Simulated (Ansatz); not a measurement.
# TiC: which structure wins at one pressure, part 2 of 2

Which of rocksalt, CsCl, WC, NiAs has the lowest enthalpy for TiC at one common pressure? The runs shown use LAPW. Companion runs by PAW are cited.

Ansatz 0.2.0; DFT PBE; a cell built from a prototype (rocksalt type), not taken from measurement.

### Step 4. WC relaxed under pressure, LAPW

Input file input.yaml:

```yaml
crystal:
  lattice:
    - [2.4491422062, 0.0, 0.0]
    - [-1.2245711031, 2.1210193681, 0.0]
    - [0.0, 0.0, 2.4380280615]
  atoms:
    - { symbol: Ti, position: [0.0, 0.0, 0.0] }
    - { symbol: C, position: [0.3333333333, 0.6666666667, 0.5] }
kpoints:
  mp_grid: { grid: [18, 18, 16] }
scf:
  occupations: { method: fermi_dirac, width: 0.05 }
hamiltonian:
  xc: pbe
  pseudopotentials: { kind: all_electron, lapw: { basis_error: 0.0005 } }
output:
  forces: true
  stress: true
  eigenvalues: true
relax:
  f_tol: 0.005
  max_steps: 12
  cell: { p_target: 300.0, stress_tol: 0.15 }
```

Command:

```bash
$ ansatz run input.yaml --threads 1 --pin off --max-ram 3584MiB --backend cpu --events-out ev --progress --plain --runs-dir out
```

Output:

```text
The last accepted step is kept in <dir> (removed where the run ends without a failure and the disk answers)
LAPW: plane waves up to 11.134 Å⁻¹, error target 5.0e-4 eV per atom; small_component_spin mean_spin; C in spheres of 0.787 Å, 6 of its electrons in bands, Dirac shells []; Ti in spheres of 1.024 Å, 20 of its electrons in bands, Dirac shells []
Engine: ansatz 0.2.0
Pseudopotentials: kind: all_electron
Pseudopotential: Ti, LAPW, valence charge 20, Koelling and Harmon's equation, gaussian nucleus
Pseudopotential: C, LAPW, valence charge 6, Koelling and Harmon's equation, gaussian nucleus
Functional definition: PBE
  parameter kappa = 0.804
  parameter beta = 0.06672455060314922
  exchange = pbe_x(kappa = kappa, mu = beta*pi^2/3)
  correlation = pbe_c(beta = beta)
Crystal: 2 atoms, lattice volume = 12.665 Å³
Basis set: ecut = 472.31041148411606 eV, 315 PW (Γ), exchange–correlation at level 2
Bands: 17, of which v1, the nominal top of the filled ones, is band 13 counted from 1 (12 counted from 0)
Symmetry: 12 space group operations
Space group: P-6m2 (ITA 187), of the structure as read, at distance tolerance 2.3e-5 Å
k-points: 333 of 5184 (time reversal used)
Non-local potential: Ti, projectors of the file, none
Non-local potential: C, projectors of the file, none
Initial density: superposition of atomic densities (chi_scale 0.1, normalization cell, long waves kept (reshape's long-wave potential 0.00 eV rms))
Initial wavefunctions: plane waves of lowest kinetic energy (no species holds an atomic orbital)
Functional: x = pbe(κ = 0.804, μ = 0.2195149727645171), c = pbe(β = 0.06672455060314922)
iter 1 solved again at ethr=2.87e-2 eV; its pass at ethr=1.00e-1 eV (dr2=7.47e0 eV) is discarded
SCF iter   1: F=—  HF=-24267.354570 eV  |F-HF|=—  |Δ(HF+E_count)|=         —  Δρ=2.41e-1  dr2=7.47e0  ethr=2.87e-2  ⟨swp⟩=2.0  Hψ=38503  notcnv=0
preconditioner: auto → none  [metal: Δε(μ)=0.096 eV  Ē_g=22.654 eV  σ=0.050 eV  W_gap=0.44  n_scr=8 (ndim 8)  ℏωp=39.0 eV  f_vac=0.000  D(μ)=0.10/eV (n_scr^D=0)  sad-step TF]
iter 2 solved again at ethr=9.23e-4 eV; its pass at ethr=2.87e-2 eV (dr2=2.40e-1 eV) is discarded
SCF iter   2: F=—  HF=-24265.091865 eV  |F-HF|=—  |Δ(HF+E_count)|=    2.26e0  Δρ=4.74e-2  dr2=2.40e-1  ethr=9.23e-4  ⟨swp⟩=2.0  Hψ=28919  notcnv=0
SCF iter   3: F=—  HF=-24264.918686 eV  |F-HF|=—  |Δ(HF+E_count)|=         —  Δρ=2.09e-2  dr2=4.74e-2  ethr=9.22e-4  ⟨swp⟩=2.2  Hψ=17351  notcnv=0
the basis was enlarged: its passes take 648.3 KiB over the memory plan, 1 of 1 planned eigensolver slots
SCF iter   4: F=—  HF=-24264.907843 eV  |F-HF|=—  |Δ(HF+E_count)|=   1.08e-2  Δρ=5.30e-3  dr2=2.49e-3  ethr=1.82e-4  ⟨swp⟩=2.4  Hψ=17449  notcnv=0
SCF iter   5: F=—  HF=-24264.906388 eV  |F-HF|=—  |Δ(HF+E_count)|=   1.45e-3  Δρ=7.43e-4  dr2=4.44e-5  ethr=9.59e-6  ⟨swp⟩=3.0  Hψ=17055  notcnv=0
SCF iter   6: F=—  HF=-24264.906381 eV  |F-HF|=—  |Δ(HF+E_count)|=   6.98e-6  Δρ=2.09e-4  dr2=3.28e-6  ethr=1.71e-7  ⟨swp⟩=2.1  Hψ=16058  notcnv=0
SCF iter   7: F=—  HF=-24264.906381 eV  |F-HF|=—  |Δ(HF+E_count)|=   4.25e-8  Δρ=3.51e-5  dr2=1.01e-7  ethr=1.26e-8  ⟨swp⟩=2.0  Hψ=16032  notcnv=0
SCF iter   8: F=-24264.906381 eV  HF=-24264.906381 eV  |F-HF|=3.89e-9  |Δ(HF+E_count)|=   4.81e-8  Δρ=4.98e-6  dr2=2.53e-9  ethr=3.89e-10  ⟨swp⟩=3.0  Hψ=17061  notcnv=0
SCF 1 converged in 8 iterations: F = -24264.906381 eV  dr2 = 2.53e-9
relax step   1: F+E_penalty+E_count = -24264.90638112 eV  Δ(F+E_penalty+E_count) = +0.000e0 eV  max|allowed force component| = 1.110e-16 eV/Å  Δτ_max = 0.0000 Å  P = +300.366 GPa  Ω = 12.665 Å³  (8 SCF iters, accepted)
Crystal: 2 atoms, lattice volume = 12.668 Å³
Basis set: ecut = 472.2257718813796 eV, 315 PW (Γ), exchange–correlation at level 2
Initial density: handed on by an earlier stage of this run
Initial wavefunctions: those handed on with the density
iter 1 solved again at ethr=7.95e-11 eV; its pass at ethr=1.00e-1 eV (dr2=2.07e-8 eV) is discarded
SCF iter   1: F=—  HF=-24264.912762 eV  |F-HF|=—  |Δ(HF+E_count)|=         —  Δρ=2.66e-5  dr2=6.49e-8  ethr=7.95e-11  ⟨swp⟩=5.1  Hψ=33740  notcnv=0
preconditioner: auto → none  [metal: Δε(μ)=0.044 eV  Ē_g=22.154 eV  σ=0.050 eV  W_gap=0.22  n_scr=8 (ndim 8)  ℏωp=39.0 eV  f_vac=0.000  D(μ)=0.36/eV (n_scr^D=0)]
SCF iter   2: F=-24264.912762 eV  HF=-24264.912762 eV  |F-HF|=1.82e-8  |Δ(HF+E_count)|=   3.35e-7  Δρ=9.39e-6  dr2=8.59e-9  ethr=7.95e-11  ⟨swp⟩=3.0  Hψ=17395  notcnv=0
SCF 2 converged in 2 iterations: F = -24264.912762 eV  dr2 = 8.59e-9
relax step   2: F+E_penalty+E_count = -24264.91276193 eV  Δ(F+E_penalty+E_count) = -6.381e-3 eV  max|allowed force component| = 9.252e-17 eV/Å  Δτ_max = 0.0000 Å  P = +300.062 GPa  Ω = 12.668 Å³  (2 SCF iters, accepted)
iter 1 solved again at ethr=3.30e-11 eV; its pass at ethr=1.00e-1 eV (dr2=8.58e-9 eV) is discarded
SCF iter   1: F=—  HF=-24264.912762 eV  |F-HF|=—  |Δ(HF+E_count)|=         —  Δρ=9.34e-6  dr2=8.49e-9  ethr=3.30e-11  ⟨swp⟩=3.0  Hψ=26941  notcnv=0
SCF iter   2: F=-24264.912762 eV  HF=-24264.912762 eV  |F-HF|=1.24e-8  |Δ(HF+E_count)|=   3.14e-7  Δρ=9.17e-6  dr2=9.77e-9  ethr=3.27e-11  ⟨swp⟩=3.1  Hψ=17428  notcnv=0
SCF 3 converged in 2 iterations: F = -24264.912762 eV  dr2 = 9.77e-9
relax step   3: F+E_penalty+E_count = -24264.91276192 eV  Δ(F+E_penalty+E_count) = +5.974e-9 eV  max|allowed force component| = 1.480e-16 eV/Å  Δτ_max = 0.0000 Å  P = +300.064 GPa  Ω = 12.668 Å³  stress off target by 1.25e-1 GPa  SCF on the basis re-selected at this cell (its energy is not comparable with the rows above)  (2 SCF iters)
basis re-selected at this cell: Δ(F+E_penalty+E_count) = +5.974e-9 eV, ΔP = +0.002 GPa vs the last step (what re-selecting the basis moved, after the strain that the cell walked since its last selection, with what the two solves' SCF thresholds leave and, on support functions, any second-order correction that the steps lacked; it is no measure of the basis error at this ecutwfc). This SCF's stress stands 1.25e-1 GPa from its target on what of the cell is left free (relax.cell.stress_tol is 1.50e-1 GPa) and its largest allowed force component is 1.48e-16 eV/Å (relax.f_tol is 5.00e-3 eV/Å): within both
SCF converged after 2 iterations
Free energy (F): -24264.912762 eV
Harris-Foulkes:  -24264.912762 eV  (|F-HF|=1.24e-8)
Internal energy: -24264.909779 eV  (E = F + TS)
E sigma→0 (E₀):  -24264.911270 eV
Entropy (-TS):   -0.002983 eV (-1.491 meV/atom)
Fermi energy:    25.177014 eV
--- Per-component energies (eV) ---
  E_band       = -3876.572208
  E_kinetic    = 24555.473123
  E_xc         = -1310.018205
  E_electrostatic = -47510.364697  (all electrons and nuclei)
  E_smearing   = -0.002983  (= −TS)
  E_closure    = 0.000000  (closes the sum)
  E_atoms      = -24254.253874  (free atoms, spherical and without spin; not in F)
  Σ components = -24264.912762   (vs F -24264.912762, Δ=0.00e0)
  Basis errors (estimates in eV, not in F): energy 1.9e-4 per atom: plane waves 1.7e-4 (1.0e-4 summed), levels above the bands 3.4e-70, relativity 1.9e-8, radial functions 1.9e-5, core shells 2.6e-11; eigenvalues (radial functions only) 5.9e-7; not estimated: angular momenta, meshes, grids; target (lapw.basis_error) 5.0e-4; muffin-tin radii C 0.787 Å, Ti 1.024 Å
--- Forces (eV/Å), atoms counted from 1 ---
  atom   1  Ti     0.00000000    -0.00000000     0.00000000
  atom   2  C      0.00000000     0.00000000     0.00000000
  max |Σ_I F_I| component: 1.48e-16 eV/Å
--- Stress (GPa, compression-positive) ---
      300.033450       0.000000       0.000000
        0.000000     300.033450       0.000000
        0.000000       0.000000     300.124698
  P = ⅓ Tr σ = 300.0639 GPa (3000.639 kbar)
--- Band table (eV; the first three rows and the last of 333) ---
  k-point 0: bands = ["-502.5449", "-409.8371", "-409.8371", "-409.7166", "-238.0126", "-30.3376", "-5.6136", "-5.3669", "-5.3669", "11.2516", "22.5638", "23.2788", "23.2788", "27.7681", "31.0597", "31.0597", "34.6580"]
  k-point 1: bands = ["-502.5449", "-409.8371", "-409.8371", "-409.7166", "-238.0126", "-30.3239", "-5.7189", "-5.3587", "-5.3587", "11.4002", "22.5241", "23.3359", "23.3359", "27.7955", "30.7596", "30.7596", "34.7721"]
  k-point 2: bands = ["-502.5449", "-409.8371", "-409.8371", "-409.7166", "-238.0126", "-30.2847", "-6.0113", "-5.3354", "-5.3354", "11.8242", "22.3614", "23.5034", "23.5034", "27.9380", "30.0471", "30.0471", "34.9230"]
  k-point 332: bands = ["-502.5449", "-409.8371", "-409.8371", "-409.7166", "-238.0126", "-29.2494", "-7.1622", "-6.9940", "-6.8403", "14.7410", "17.0584", "21.1201", "26.0083", "26.9043", "32.4861", "35.9466", "36.1205"]
--- Relaxed structure (2 steps of the walk, 2 accepted, 1 SCFs on fresh bases) ---
  F+E_penalty+E_count = -24264.91276192 eV   max|allowed force component| = 1.480e-16 eV/Å   (the final SCF, on the basis selected at the relaxed cell)
  cell:  # Å, volume = 12.6682 Å³
    - [2.4493202055159284, 1.9761890677579025e-20, 6.745292514008616e-35]
    - [-1.2246601027579642, 2.121173519979316, 2.4689484160841556e-35]
    - [6.714682548997563e-35, 6.714682548997563e-35, 2.4383291227839163]
  atoms:
    - { symbol: Ti, position: [-6.162975822039155e-33, -3.700743415524895e-17, 2.2255236904124528e-67] }
    - { symbol: C, position: [0.33333333333333337, 0.6666666666666667, 0.5] }
```

Wall time 94 s (1 thread of Intel Xeon Platinum 8488C (Sapphire Rapids), shared host); peak memory 0.71 GiB.

Relaxation path:

```csv
step,energy from step 1 (eV/cell),largest force component (eV/Å),pressure (GPa),volume (Å³)
1,0.0000,0.0000,300.37,12.66
2,-0.0064,0.0000,300.06,12.67
3,-0.0064,0.0000,300.06,12.67
```

Step 1 is the start. Step 3 repeats the geometry before on a plane-wave basis chosen anew for that cell, so the energy can jump there without any move; the table keeps such jumps.

| input's cell | before | after | change |
| --- | --- | --- | --- |
| a (Å) | 2.449 | 2.449 | +0.0 % |
| b (Å) | 2.449 | 2.449 | +0.0 % |
| c (Å) | 2.438 | 2.438 | +0.0 % |
| volume (Å³/atom) | 6.33 | 6.33 | +0.0 % |

In short: pressure 300.06 GPa; no gap.

### Step 5. NiAs at the cell that PAW relaxed, LAPW

Input file input.yaml:

```yaml
crystal:
  lattice:
    - [2.5228131491, 0.0, 0.0]
    - [-1.2614065746, 2.1848202762, 0.0]
    - [0.0, 0.0, 4.7173719804]
  atoms:
    - { symbol: Ti, position: [0.0, 0.0, 0.0] }
    - { symbol: Ti, position: [0.0, 0.0, 0.5] }
    - { symbol: C, position: [0.3333333333, 0.6666666667, 0.25] }
    - { symbol: C, position: [0.6666666667, 0.3333333333, 0.75] }
kpoints:
  mp_grid: { grid: [12, 12, 7] }
scf:
  occupations: { method: fermi_dirac, width: 0.05 }
hamiltonian:
  xc: pbe
  pseudopotentials: { kind: all_electron, lapw: { basis_error: 0.0005 } }
output:
  forces: true
  stress: true
  eigenvalues: true
  populations: true
```

Command:

```bash
$ ansatz run input.yaml --threads 1 --pin off --max-ram 3584MiB --backend cpu --events-out ev --progress --plain --runs-dir out
```

Output:

```text
Ti: projections on atomic orbitals take those of the free atom 1s2 2s2 2p6 3s2 3p6 3d2 4s2, of charge +0.00 (hamiltonian.pseudopotentials.projection_atoms)
C: projections on atomic orbitals take those of the free atom 1s2 2s2 2p2, of charge +0.00 (hamiltonian.pseudopotentials.projection_atoms)
LAPW: plane waves up to 10.793 Å⁻¹, error target 5.0e-4 eV per atom; small_component_spin mean_spin; C in spheres of 0.814 Å, 6 of its electrons in bands, Dirac shells []; Ti in spheres of 1.060 Å, 20 of its electrons in bands, Dirac shells []
[... 9 set-up lines as earlier in the session ...]
Crystal: 4 atoms, lattice volume = 26.002 Å³
Basis set: ecut = 443.8099389093657 eV, 563 PW (Γ), exchange–correlation at level 2
Bands: 32, of which v1, the nominal top of the filled ones, is band 26 counted from 1 (25 counted from 0)
Symmetry: 24 space group operations
Space group: P63/mmc (ITA 194), of the structure as read, at distance tolerance 3.0e-5 Å
k-points: 76 of 1008
[... 5 set-up lines as earlier in the session ...]
iter 1 solved again at ethr=2.45e-2 eV; its pass at ethr=1.00e-1 eV (dr2=1.28e1 eV) is discarded
SCF iter   1: F=—  HF=-48535.784999 eV  |F-HF|=—  |Δ(HF+E_count)|=         —  Δρ=2.29e-1  dr2=1.28e1  ethr=2.45e-2  ⟨swp⟩=2.0  Hψ=16284  notcnv=0
preconditioner: auto → Kerker (q_TF=auto, 3.062 Å⁻¹)  [metal: Δε(μ)=0.079 eV  Ē_g=21.198 eV  σ=0.050 eV  W_gap=0.34  n_scr=10 (ndim 8)  ℏωp=38.5 eV  f_vac=0.000  D(μ)=0.43/eV (n_scr^D=2)]
iter 2 solved again at ethr=7.23e-4 eV; its pass at ethr=2.45e-2 eV (dr2=3.76e-1 eV) is discarded
SCF iter   2: F=—  HF=-48531.459950 eV  |F-HF|=—  |Δ(HF+E_count)|=    4.33e0  Δρ=4.61e-2  dr2=3.75e-1  ethr=7.23e-4  ⟨swp⟩=2.0  Hψ=12537  notcnv=0
SCF iter   3: F=—  HF=-48531.268401 eV  |F-HF|=—  |Δ(HF+E_count)|=         —  Δρ=4.66e-2  dr2=5.17e-1  ethr=7.22e-4  ⟨swp⟩=2.9  Hψ=7685  notcnv=0
the basis was enlarged: its passes take 1.3 MiB over the memory plan, 1 of 1 planned eigensolver slots
SCF iter   4: F=—  HF=-48531.197799 eV  |F-HF|=—  |Δ(HF+E_count)|=   7.06e-2  Δρ=1.24e-2  dr2=3.07e-2  ethr=7.22e-4  ⟨swp⟩=2.2  Hψ=6939  notcnv=0
SCF iter   5: F=—  HF=-48531.184247 eV  |F-HF|=—  |Δ(HF+E_count)|=   1.36e-2  Δρ=2.36e-3  dr2=8.96e-4  ethr=5.90e-5  ⟨swp⟩=2.9  Hψ=7660  notcnv=0
SCF iter   6: F=—  HF=-48531.184217 eV  |F-HF|=—  |Δ(HF+E_count)|=   2.92e-5  Δρ=4.39e-4  dr2=3.03e-5  ethr=1.72e-6  ⟨swp⟩=3.0  Hψ=7250  notcnv=0
SCF iter   7: F=—  HF=-48531.184228 eV  |F-HF|=—  |Δ(HF+E_count)|=   1.01e-5  Δρ=1.12e-4  dr2=2.45e-6  ethr=5.83e-8  ⟨swp⟩=2.5  Hψ=7149  notcnv=0
SCF iter   8: F=—  HF=-48531.184227 eV  |F-HF|=—  |Δ(HF+E_count)|=   4.09e-7  Δρ=2.46e-5  dr2=1.73e-7  ethr=4.72e-9  ⟨swp⟩=3.0  Hψ=7563  notcnv=0
SCF iter   9: F=-48531.184227 eV  HF=-48531.184227 eV  |F-HF|=1.73e-8  |Δ(HF+E_count)|=   7.33e-8  Δρ=7.63e-6  dr2=1.68e-8  ethr=3.33e-10  ⟨swp⟩=2.0  Hψ=7082  notcnv=0
SCF 1 converged in 9 iterations: F = -48531.184227 eV  dr2 = 1.68e-8
SCF converged after 9 iterations
Free energy (F): -48531.184227 eV
Harris-Foulkes:  -48531.184227 eV  (|F-HF|=1.73e-8)
Internal energy: -48531.175921 eV  (E = F + TS)
E sigma→0 (E₀):  -48531.180074 eV
Entropy (-TS):   -0.008306 eV (-2.076 meV/atom)
Fermi energy:    24.669913 eV
--- Per-component energies (eV) ---
  E_band       = -7792.432919
  E_kinetic    = 49116.374001
  E_xc         = -2618.729282
  E_electrostatic = -95028.820640  (all electrons and nuclei)
  E_smearing   = -0.008306  (= −TS)
  E_closure    = 0.000000  (closes the sum)
  E_atoms      = -48508.507748  (free atoms, spherical and without spin; not in F)
  Σ components = -48531.184227   (vs F -48531.184227, Δ=0.00e0)
  Basis errors (estimates in eV, not in F): energy 1.8e-4 per atom: plane waves 1.6e-4 (9.1e-5 summed), levels above the bands 1.4e-52, relativity 1.1e-8, radial functions 2.1e-5, core shells 5.0e-13; eigenvalues (radial functions only) 2.0e-6; not estimated: angular momenta, meshes, grids; target (lapw.basis_error) 5.0e-4; muffin-tin radii C 0.814 Å, Ti 1.060 Å
--- Forces (eV/Å), atoms counted from 1 ---
  atom   1  Ti     0.00000000     0.00000000     0.00000000
  atom   2  Ti     0.00000000    -0.00000000     0.00000000
  atom   3  C     -0.00000000    -0.00000000     0.00000000
  atom   4  C      0.00000000     0.00000000     0.00000000
  max |Σ_I F_I| component: 9.25e-18 eV/Å
--- Stress (GPa, compression-positive) ---
      300.186382       0.000000       0.000000
        0.000000     300.186382       0.000000
        0.000000       0.000000     300.321603
  P = ⅓ Tr σ = 300.2315 GPa (3002.315 kbar)
--- Band table (eV; the first three rows and the last of 76) ---
  k-point 0: bands = ["-503.3419", "-503.3419", "-410.5996", "-410.5996", "-410.5996", "-410.5996", "-410.5172", "-410.5172", "-238.7334", "-238.7334", "-31.0553", "-30.5699", "-8.9522", "-6.3291", "-6.3291", "-6.1524", "-6.0331", "-6.0331", "10.7390", "15.9297", "17.7658", "21.2440", "21.2440", "21.9707", "26.1340", "26.1340", "26.3725", "26.4553", "26.4553", "27.8025", "27.8025", "30.3517"]
  k-point 1: bands = ["-503.3419", "-503.3419", "-410.5996", "-410.5996", "-410.5996", "-410.5996", "-410.5172", "-410.5172", "-238.7334", "-238.7334", "-31.0324", "-30.5952", "-8.8291", "-6.3148", "-6.3148", "-6.3119", "-6.0481", "-6.0481", "10.9307", "15.3173", "18.3881", "21.3774", "21.3774", "21.9445", "25.4194", "25.4194", "26.4728", "26.5699", "26.5699", "28.3075", "28.3075", "30.4894"]
  k-point 2: bands = ["-503.3419", "-503.3419", "-410.5996", "-410.5996", "-410.5996", "-410.5996", "-410.5172", "-410.5172", "-238.7334", "-238.7334", "-30.9677", "-30.6653", "-8.4776", "-6.7436", "-6.2746", "-6.2746", "-6.0901", "-6.0901", "11.4677", "14.2744", "19.4436", "21.7657", "21.7720", "21.7720", "24.3027", "24.3027", "26.8774", "26.9010", "26.9010", "28.4475", "28.4475", "30.5635"]
  k-point 75: bands = ["-503.3419", "-503.3419", "-410.5996", "-410.5996", "-410.5996", "-410.5996", "-410.5172", "-410.5172", "-238.7334", "-238.7334", "-30.3121", "-30.2147", "-7.8448", "-7.8448", "-7.7252", "-7.7252", "-7.2557", "-6.7273", "14.9248", "14.9248", "18.2149", "18.2149", "21.1164", "21.1164", "21.9498", "23.1948", "26.3709", "26.3709", "29.8381", "30.4213", "31.6823", "31.6823"]
--- Löwdin populations: 4 sites ---
  site symbol       q [e]
     0     Ti     21.4225
     1     Ti     21.4225
     2      C      6.5452
     3      C      6.5452
  spilling = 0.001154 (of n_electrons = 56.000000)
```

Run time: 36 s. Hardware: 1 thread of Intel Xeon Platinum 8488C (Sapphire Rapids), shared host; peak memory 0.58 GiB.

Result: pressure 300.23 GPa; no gap.

### Step 6. Side by side

Rows by PAW come from runs of the same series that aren't printed here.

Enthalpy per atom, H = F + pV at p = 300 GPa, from each method's lowest phase:

| method | start | space group, start → end | volume (Å³/atom) | pressure (GPa) | enthalpy (meV/atom) |
| --- | --- | --- | --- | --- | --- |
| LAPW | rocksalt | Fm-3m → Fm-3m | 6.322 | 300.1 | 0.0 |
| LAPW | CsCl | Pm-3m → Pm-3m | 5.980 | 300.1 | 548.4 |
| LAPW | WC | P-6m2 → P-6m2 | 6.334 | 300.1 | 1047.8 |
| LAPW, at PAW's cell | NiAs | P6_3/mmc | 6.500 | 300.2 | 1019.6 |
| PAW | rocksalt | Fm-3m → Fm-3m | 6.322 | 300.0 | 0.0 |
| PAW | CsCl | Pm-3m → Pm-3m | 5.977 | 300.0 | 545.4 |
| PAW | WC | P-6m2 → P-6m2 | 6.332 | 300.1 | 1046.0 |
| PAW | NiAs | P6_3/mmc → P6_3/mmc | 6.500 | 300.0 | 1019.2 |

### Step 7. Results

What follows sums up all 2 parts.

| quantity | value |
| --- | --- |
| pressure | 300 GPa |
| lowest (LAPW) | rocksalt, 548.4 meV/atom under CsCl |
| lowest (PAW) | rocksalt, 545.4 meV/atom under CsCl |

**Reading.** By LAPW the order is rocksalt < CsCl < NiAs < WC. By PAW the order is rocksalt < CsCl < NiAs < WC. The methods agree on the lowest phase. Only these structures were tried, with electrons smeared by 0.05 eV and without vibrations, so the true ground state may be another. The k meshes differ between phases and weren't tested, which can move differences by some meV.
